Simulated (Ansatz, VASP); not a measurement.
**Two plane-wave programs on TaSi3**

```
Ta Si
1.0
     3.89152    0.00000    0.00000
     0.00000    3.89152    0.00000
     0.00000    0.00000    3.89152
Ta Si
1 3
Direct
  0.50000 0.50000 0.50000
  0.50000 0.00000 0.00000
  0.00000 0.50000 0.00000
  0.00000 0.00000 0.50000
```

Change from the starting cell: species swapped into the LiIn3 type (Pm-3m, No. 221).

Alike in both runs: functional PBE; k mesh 12 × 12 × 12; occupations gaussian, width 0.1 eV; no spin polarisation.

Ansatz relaxed the structure, and its values are those at the end. VASP's run is a single point on that final structure, the one shown.

|  | VASP | Ansatz |
| --- | --- | --- |
| version | VASP 6.6.1 | Ansatz 0.2.0 |
| potentials or method | VASP PAW PBE potentials, release 64 (Ta_pv, Si) | scalar-relativistic, plane waves, PAW |
| plane-wave cutoff (eV) | 520 | 420 |
| valence electrons in the cell | 23 | 25 |

|  | VASP | Ansatz | Ansatz less VASP |
| --- | --- | --- | --- |
| gap on the k mesh at the Fermi level (eV) | none | none | - |
| pressure (GPa) | 0.0 | 0.0 | -0.06 |

A gap of «none» marks a metal or a gap that the smearing closes. The two sets of potentials don't hold the same shells in valence.

Spin-orbit coupling is left out, which matters for the levels of Ta.
